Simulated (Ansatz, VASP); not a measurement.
# Two plane-wave programs on As

INCAR

```
SYSTEM = As
PREC     = Accurate       ! precision mode
ENCUT    = 520            ! plane-wave cutoff, eV
EDIFF    = 1E-8           ! SCF threshold, eV
ISMEAR   = -1             ! smearing method
SIGMA    = 0.03           ! smearing width, eV
LREAL    = .False.        ! projectors in reciprocal space
LASPH    = .True.         ! aspherical terms in the spheres
NELM     = 60             ! most SCF steps
ALGO     = Normal         ! electronic algorithm
ISIF     = 2              ! what is computed and relaxed
LWAVE    = .False.        ! write WAVECAR
LCHARG   = .False.        ! write CHGCAR
GGA      = PS             ! functional
LEFG     = .True.       
NBANDS   = 8              ! bands
```

Contents of KPOINTS:

```
regular mesh
0
Gamma
  13 13 13
  0 0 0
```

The input POSCAR:

```
As
1.0
    2.7293015630      0.0000000000      0.0000000000
    0.0000000000      2.7293015630      0.0000000000
    0.0000000000      0.0000000000      2.7293015630
As
1
Direct
    0.0000000000      0.0000000000      0.0000000000
```

Input for Ansatz:

```yaml
crystal:
  lattice:
    - [2.729301563, 0.0, 0.0]
    - [0.0, 2.729301563, 0.0]
    - [0.0, 0.0, 2.729301563]
  atoms:
    - { symbol: As, position: [0.0, 0.0, 0.0] }
kpoints:
  mp_grid: { grid: [13, 13, 13] }
  band_path:
    path:
      - [0.0, 0.0, 0.0]
      - [0.0, 0.5, 0.0]
      - [0.5, 0.5, 0.0]
      - [0.0, 0.0, 0.0]
      - [0.5, 0.5, 0.5]
      - [0.0, 0.5, 0.0]
      - [0.5, 0.5, 0.5]
      - [0.5, 0.5, 0.0]
    npoints: 5
scf:
  occupations: { method: fermi_dirac, width: 0.03 }
hamiltonian:
  xc: pbesol
  pseudopotentials: { kind: paw }
output:
  forces: true
  stress: true
  eigenvalues: true
  efg: { contact_densities: true }
```

Alike in both runs: task electric field gradients; functional PBEsol; k mesh 13 × 13 × 13; occupations fermi-dirac, width 0.03 eV; no spin polarisation.

|  | VASP | Ansatz |
| --- | --- | --- |
| version | VASP 6.6.1 | Ansatz 0.2.0 |
| potentials or method | VASP PAW PBE potentials, release 64 (As) | PAW with Ansatz's default frozen-core files, scalar-relativistic |
| plane-wave cutoff (eV) | 520 | 420 |
| valence electrons in the cell | 5 | 15 |

```csv
,VASP,Ansatz,Ansatz less VASP
pressure (GPa),-3.3,-3.6,-0.26
Vzz of the field gradient on the site that differs most (V/Å²),0.0,0.0,0.00
```

The two sets of potentials don't hold the same shells in valence.

Caveats: the PAW data sets were made with another functional, which shifts forces and pressure a little (VASP).
